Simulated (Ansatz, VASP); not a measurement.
BAs: VASP beside Ansatz

```xyz
2
Lattice="0.0000 2.4284 2.4284 2.4284 0.0000 2.4284 2.4284 2.4284 0.0000" Properties=species:S:1:pos:R:3 pbc="T T T"
B     0.0000    0.0000    0.0000
As    1.2142    1.2142    1.2142
```

Alike in both runs: task single point; functional PBE; k mesh 8 × 8 × 8; no spin polarisation.

```csv
,VASP,Ansatz
version,VASP 6.6.1,Ansatz 0.2.0
potentials or method,"VASP PAW PBE potentials, release 64 (B, As)","plane waves, PAW"
plane-wave cutoff (eV),520,420
occupations,"gaussian, width 0.01 eV",fixed
valence electrons in the cell,8,18
```

|  | VASP | Ansatz | Ansatz less VASP |
| --- | --- | --- | --- |
| gap on the k mesh at the Fermi level (eV) | 1.24 | 1.24 | +0.007 |
| pressure (GPa) | -3.1 | -3.7 | -0.51 |

The two sets of potentials don't hold the same shells in valence.

A k mesh can miss the band edges.
